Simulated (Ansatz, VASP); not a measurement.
# One calculation of PbS (Galena), two programs

```xyz
2
Lattice="0.0000 2.9657 2.9657 2.9657 0.0000 2.9657 2.9657 2.9657 0.0000" Properties=species:S:1:pos:R:3 pbc="T T T"
Pb    0.0000    0.0000    0.0000
S     2.9657    2.9657    2.9657
```

Alike in both runs: task single point; functional PBE; k mesh 8 × 8 × 8; occupations gaussian, width 0.029 eV; no spin polarisation.

|  | VASP | Ansatz |
| --- | --- | --- |
| version | VASP 6.6.1 | Ansatz 0.2.0 |
| potentials or method | VASP PAW PBE potentials, release 64 (Pb_d, S), cutoff 520 eV | all-electron LAPW, scalar-relativistic |

```csv
,VASP,Ansatz,Ansatz less VASP
gap on the k mesh at the Fermi level (eV),0.36,0.36,-0.008
least direct gap on the mesh (eV),0.36,0.36,-0.008
pressure (GPa),2.1,2.2,+0.10
```

Ansatz ran all-electron here, so the differences hold the error of VASP's frozen core and of both bases.

Caveats: spin-orbit coupling is left out, which as a rule narrows the gap of such compounds by several tenths of an eV.
